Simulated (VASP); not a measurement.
# Ga2O3 (R-3c) in VASP: single point with r2SCAN

Aim: the single point of Ga2O3 with r2SCAN.

Program: VASP 6.6.1. These are calculated values, not measurements. Logs are shortened: lines on timing, memory, paths and dates and some standing lists are left out, and cuts for length are marked.

### Step 1. Starting point

Symmetry: R-3c, No. 167, trigonal system. The conventional cell has a = 4.983 Å, b = 4.983 Å, c = 13.433 Å, α = 90.00°, β = 90.00°, γ = 120.00°. Ga (site symmetry 3) has 6 O at 1.92 to 2.08 Å as nearest neighbours. Around O (site symmetry 2) lie 4 Ga at 1.92 to 2.08 Å.

The cell was built by a generator and needn't be a form met in nature.

### Step 2. Single point, r2SCAN

File INCAR:

```
  PREC = Accurate
  ENCUT = 520
  EDIFF = 1E-7
  ISMEAR = -1
  SIGMA = 0.05
  LREAL = False
  LASPH = True
  NELM = 100
  ALGO = Normal
  ISIF = 2
  LWAVE = False
  LCHARG = False
  METAGGA = R2SCAN
  LMIXTAU = True
```

File KPOINTS:

```
regular mesh
0
Gamma
  4 4 4
```

File POSCAR:

```
Ga2O3
1.0
    2.8769363900      0.0000000000      4.4776666700
   -1.4384682000      2.4915000000      4.4776666700
   -1.4384682000     -2.4915000000      4.4776666700
Ga O
4 6
Direct
    0.3554000000      0.3554000000      0.3554000000
    0.1446000000      0.1446000000      0.1446000000
    0.6446000000      0.6446000000      0.6446000000
    0.8554000000      0.8554000000      0.8554000000
    0.5549000000     -0.0549000000      0.2500000000
   -0.0549000000      0.2500000000      0.5549000000
    0.2500000000      0.5549000000     -0.0549000000
    0.4451000000      1.0549000000      0.7500000000
    1.0549000000      0.7500000000      0.4451000000
    0.7500000000      0.4451000000      1.0549000000
```

Potentials or basis: VASP PAW PBE potentials, release 64 (Ga_d, O).

Started as:

```
$ cat potpaw_PBE.64/Ga_d/POTCAR potpaw_PBE.64/O/POTCAR > POTCAR
$ mpirun -np 1 vasp_std > vasp.out
```

OUTCAR:

```text
PREC = Accurate
   ENCUT = 520
   EDIFF = 1E-7
   ISMEAR = -1
   LREAL = False
   LASPH = True
   NELM = 100
   ISIF = 2
   METAGGA = R2SCAN

 ion  position               nearest neighbor table
   1  0.355  0.355  0.355-   8 1.92  10 1.92   9 1.92   6 2.08   7 2.08   5 2.08   2 2.83
   2  0.145  0.145  0.145-   9 1.92  10 1.92   8 1.92   5 2.08   7 2.08   6 2.08   1 2.83
   3  0.645  0.645  0.645-   5 1.92   7 1.92   6 1.92   9 2.08  10 2.08   8 2.08   4 2.83
   4  0.855  0.855  0.855-   6 1.92   7 1.92   5 1.92   8 2.08  10 2.08   9 2.08   3 2.83
   5  0.555  0.945  0.250-   3 1.92   4 1.92   2 2.08   1 2.08
   6  0.945  0.250  0.555-   4 1.92   3 1.92   1 2.08   2 2.08
   7  0.250  0.555  0.945-   3 1.92   4 1.92   1 2.08   2 2.08
   8  0.445  0.055  0.750-   1 1.92   2 1.92   4 2.08   3 2.08
   9  0.055  0.750  0.445-   2 1.92   1 1.92   3 2.08   4 2.08
  10  0.750  0.445  0.055-   1 1.92   2 1.92   3 2.08   4 2.08

  LATTYP: Found a trigonal (rhomboedric) cell.
 ALAT       =     5.3222421798
 COS(alpha) =     0.5617090395

  Lattice vectors:

 A1 = (   2.8769363900,   0.0000000000,   4.4776666700)
 A2 = (  -1.4384682000,   2.4915000000,   4.4776666700)
 A3 = (  -1.4384682000,  -2.4915000000,   4.4776666700)

Analysis of symmetry for initial positions (statically):
=====================================================================
 Subroutine PRICEL returns:
 Original cell was already a primitive cell.

 Routine SETGRP: Setting up the symmetry group for a
 trigonal (rhombohedral) supercell.

 Subroutine GETGRP returns: Found 12 space group operations
 (whereof  6 operations were pure point group operations)
 out of a pool of 12 trial point group operations.

The static configuration has the point symmetry S_6 .
 The point group associated with its full space group is D_3d.

Analysis of symmetry for dynamics (positions and initial velocities):
=====================================================================
 Subroutine PRICEL returns:
 Original cell was already a primitive cell.

 Routine SETGRP: Setting up the symmetry group for a
 trigonal (rhombohedral) supercell.

 Subroutine GETGRP returns: Found 12 space group operations
 (whereof  6 operations were pure point group operations)
 out of a pool of 12 trial point group operations.

The dynamic configuration has the point symmetry S_6 .
 The point group associated with its full space group is D_3d.

 Subroutine INISYM returns: Found 12 space group operations
 (whereof  6 operations are pure point group operations),
 and found     1 'primitive' translations

----------------------------------------------------------------------------------------

                                     Primitive cell

  volume of cell :      96.2862

  direct lattice vectors                    reciprocal lattice vectors
     2.876936390  0.000000000  4.477666670     0.231727983  0.000000000  0.074443535
    -1.438468200  2.491500000  4.477666670    -0.115863991  0.200682320  0.074443534
    -1.438468200 -2.491500000  4.477666670    -0.115863991 -0.200682320  0.074443534

  length of vectors
     5.322242178  5.322242180  5.322242180     0.243392066  0.243392066  0.243392066

  position of ions in fractional coordinates (direct lattice)
     0.355400000  0.355400000  0.355400000
     0.144600000  0.144600000  0.144600000
     0.644600000  0.644600000  0.644600000
     0.855400000  0.855400000  0.855400000
     0.554900000  0.945100000  0.250000000
     0.945100000  0.250000000  0.554900000
     0.250000000  0.554900000  0.945100000
     0.445100000  0.054900000  0.750000000
     0.054900000  0.750000000  0.445100000
     0.750000000  0.445100000  0.054900000

  ion indices of the primitive-cell ions
   primitive index   ion index
                 1           1
                 2           2
                 3           3
                 4           4
                 5           5
                 6           6
                 7           7
                 8           8
                 9           9
                10          10

----------------------------------------------------------------------------------------

 KPOINTS: regular mesh

Automatic generation of k-mesh.
 Grid dimensions read from file:
 generate k-points for:    4    4    4

 Generating k-lattice:

  Cartesian coordinates                     Fractional coordinates (reciprocal lattice)
     0.057931996  0.000000000  0.018610884     0.250000000 -0.000000000 -0.000000000
    -0.028965998  0.050170580  0.018610884    -0.000000000  0.250000000 -0.000000000
    -0.028965998 -0.050170580  0.018610884    -0.000000000 -0.000000000  0.250000000

  Length of vectors
     0.060848017  0.060848017  0.060848017

  Shift w.r.t. Gamma in fractional coordinates (k-lattice)
     0.000000000  0.000000000  0.000000000

 Subroutine IBZKPT returns following result:
 ===========================================

 Found     13 irreducible k-points:

 Following reciprocal coordinates:
            Coordinates               Weight
  0.000000  0.000000  0.000000      1.000000
  0.250000  0.000000  0.000000      6.000000
  0.500000  0.000000  0.000000      3.000000
  0.250000  0.250000 -0.000000      6.000000
  0.500000  0.250000 -0.000000     12.000000
 -0.250000  0.250000 -0.000000      6.000000
  0.500000  0.500000 -0.000000      3.000000
  0.250000  0.250000  0.250000      2.000000
  0.500000  0.250000  0.250000      6.000000
 -0.250000  0.250000  0.250000      6.000000
  0.500000  0.500000  0.250000      6.000000
 -0.250000  0.500000  0.250000      6.000000
  0.500000  0.500000  0.500000      1.000000
   k-points           NKPTS =     13   k-points in BZ     NKDIM =     13   number of bands    NBANDS=     52
   number of dos      NEDOS =    301   number of ions     NIONS =     10
   total plane-waves  NPLWV =  64000
   dimension x,y,z NGX =    40 NGY =   40 NGZ =   40
   dimension x,y,z NGXF=    80 NGYF=   80 NGZF=   80
   ions per type =               4   6
   NGX,Y,Z   is equivalent  to a cutoff of  12.49, 12.49, 12.49 a.u.
   NGXF,Y,Z  is equivalent  to a cutoff of  24.99, 24.99, 24.99 a.u.
 SYSTEM =  unknown system
   PREC   = accura    normal or accurate (medium, high low for compatibility)
   ISTART =      0    job   : 0-new  1-cont  2-samecut
   ICHARG =      2    charge: 1-file 2-atom 10-const
   ISPIN  =      1    spin polarized calculation?
   LNONCOLLINEAR =      F non collinear calculations
   LSORBIT =      F    spin-orbit coupling
   LASPH  =      T    aspherical Exc in radial PAW
   ENCUT  =  520.0 eV  38.22 Ry    6.18 a.u.   9.90  9.90  9.90*2*pi/ulx,y,z
   NELM   =    100;   NELMIN=  2; NELMDL= -5     # of ELM steps
   EDIFF  = 0.1E-06   stopping-criterion for ELM
   LREAL  =      F    real-space projection
   EDIFFG = 0.1E-05   stopping-criterion for IOM
   NSW    =      0    number of steps for IOM
   IBRION =     -1    ionic relax: 0-MD 1-quasi-New 2-CG
   NFREE  =      0    steps in history (QN), initial steepest desc. (CG)
   ISIF   =      2    stress and relaxation
   ISYM   =      2    0-nonsym 1-usesym 2-fastsym
   POTIM  = 0.5000    time-step for ionic-motion
   TEBEG  =    0.0;   TEEND  =   0.0 temperature during run
   PSTRESS=    0.0 pullay stress
   NELECT =      88.0000    total number of electrons
   NUPDOWN=      -1.0000    fix difference up-down
   EMIN   =  10.00;   EMAX   =-10.00  energy-range for DOS
   EFERMI =   0.00;   METHOD = LEGACY
   ISMEAR =    -1;   SIGMA  =   0.05  broadening in eV -4-tet -1-fermi 0-gaus
   EFERMI_NEDOS =   21; number of points for ismear=-14 and -15
   IALGO  =     38    algorithm
   IMIX   =      4    mixing-type and parameters
     AMIX     =   0.40;   BMIX     =  1.00
     AMIX_MAG =   1.60;   BMIX_MAG =  1.00
  volume/ion in A,a.u.               =       9.63        64.98
  Fermi-wavevector in a.u.,A,eV,Ry     =   1.588721  3.002248 34.341578  2.524035
  Thomas-Fermi vector in A             =   2.687681
   LORBIT       =      0    0 simple, 1 ext, 2 COOP (PROOUT), +10 PAW based schemes
   METAGGA = R2SCAN    functional components
   LHFCALC =     F    Hartree Fock is set to
   AEXX    =    0.0000 exact exchange contribution
   IVDW    =     0    specifies the selected vdW correction
   LEPSILON=     F    determine dielectric tensor
   LRPA    =     F    only Hartree local field effects (RPA)
 non-spin polarized calculation
  energy-cutoff  :      520.00
  volume of cell :       96.29
 maximum number of plane-waves:      2612
   NGX = 19   NGY = 19   NGZ = 19

 number of electron      87.9999978 magnetization

 Free energy of the ion-electron system (eV)
  ---------------------------------------------------
  ext. energy  EPLUGINS =         0.00000000
  ---------------------------------------------------
  free energy    TOTEN  =      -102.32237108 eV

  energy without entropy =     -102.32237108  energy(sigma->0) =     -102.32237108

 E-fermi :   5.2257     XC(G=0): -13.1690

 val. band max:        4.1004331247   @ k =   0.2500   0.0000   0.0000
 cond. band min:       7.6977884869   @ k =   0.0000   0.0000   0.0000
 fundamental gap:      3.5973553622
 Fermi energy:         5.2257435340

 k-point     1 :       0.0000    0.0000    0.0000
  band No.  band energies     occupation
      1     -15.7898      2.00000
      2     -13.8077      2.00000
      3     -13.8077      2.00000
      4     -13.8000      2.00000
      5     -13.7747      2.00000
      6     -13.7747      2.00000
[... 44 lines left out ...]
     51      15.3035      0.00000
     52      15.9285      0.00000

 k-point     2 :       0.2500    0.0000    0.0000
  band No.  band energies     occupation
      1     -15.5156      2.00000
      2     -14.1112      2.00000
      3     -13.8406      2.00000
      4     -13.8402      2.00000
      5     -13.7785      2.00000
      6     -13.7707      2.00000
[... 597 lines left out ...]
 k-point    13 :       0.5000    0.5000    0.5000
  band No.  band energies     occupation
      1     -14.9131      2.00000
      2     -14.9131      2.00000
      3     -13.7940      2.00000
      4     -13.7940      2.00000
      5     -13.7940      2.00000
      6     -13.7940      2.00000
[... 44 lines left out ...]
     51      16.7081      0.00000
     52      16.7081      0.00000

------------------------ aborting loop because EDIFF is reached ----------------------------------------

  FORCE on cell =-STRESS in cart. coord.  units (eV):
  Direction    XX          YY          ZZ          XY          YZ          ZX
  --------------------------------------------------------------------------------------
  -------------------------------------------------------------------------------------
  Total        1.4454865      1.4454865      1.0828171      0.0000000      0.0000000     -0.0000000
  in kB       24.0525123     24.0525123     18.0177898      0.0000000      0.0000000     -0.0000000
  external PRESSURE =      22.0409381 kB  Pullay stress =       0.0000000 kB

 VOLUME and BASIS-vectors are now :
 -----------------------------------------------------------------------------
  energy-cutoff  :      520.00
  volume of cell :       96.29
      direct lattice vectors                 reciprocal lattice vectors
     2.876936390  0.000000000  4.477666670     0.231727983  0.000000000  0.074443535
    -1.438468200  2.491500000  4.477666670    -0.115863991  0.200682320  0.074443534
    -1.438468200 -2.491500000  4.477666670    -0.115863991 -0.200682320  0.074443534

 POSITION                                       TOTAL-FORCE (eV/Angst)
 -----------------------------------------------------------------------------------
     -0.00000      0.00000      4.77409         0.000000      0.000000     -0.058143
     -0.00000      0.00000      1.94241        -0.000000      0.000000      0.058143
     -0.00000      0.00000      8.65891        -0.000000      0.000000      0.058143
     -0.00000      0.00000     11.49059         0.000000      0.000000     -0.058143
     -0.12270      1.73184      7.83592        -0.139018      0.080262     -0.000000
      1.56117     -0.75966      7.83592         0.139018      0.080262     -0.000000
     -1.43847     -0.97218      7.83592        -0.000000     -0.160524     -0.000000
      0.12270     -1.73184      5.59708         0.139018     -0.080262     -0.000000
     -1.56117      0.75966      5.59708        -0.139018     -0.080262     -0.000000
      1.43847      0.97218      5.59708        -0.000000      0.160524     -0.000000
 -----------------------------------------------------------------------------------
    total drift:                               -0.000000     -0.000000      0.000000

  FREE ENERGIE OF THE ION-ELECTRON SYSTEM (eV)
  ---------------------------------------------------
  free  energy   TOTEN  =      -102.3223710772 eV

  energy  without entropy=     -102.3223710771  energy(sigma->0) =     -102.32237108
```

It took 3.4 min on 1 thread of Intel Xeon 6975P-C (Granite Rapids), shared host; peak memory 0.27 GiB.

What came out:

```
Free energy            : -102.3224 eV
Pressure               : 2.2 GPa
Largest force          : 0.161 eV/Å
Band gap on the k mesh : 3.60 eV, indirect (least direct gap 3.82 eV)
```

Forces in eV/Å, atoms in the order of the input:
```
Ga   0.000  0.000 -0.058
Ga   0.000  0.000  0.058
Ga   0.000  0.000  0.058
Ga   0.000  0.000 -0.058
O   -0.139  0.080  0.000
O    0.139  0.080  0.000
O    0.000 -0.161  0.000
O    0.139 -0.080  0.000
O   -0.139 -0.080  0.000
O    0.000  0.161  0.000
```

Stress tensor (GPa, compression positive):
```
2.41 0.00 0.00
0.00 2.41 0.00
0.00 0.00 1.80
```

Caveat: the PAW data sets were made with another functional, which shifts forces and pressure a little. A k mesh can miss the band edges.
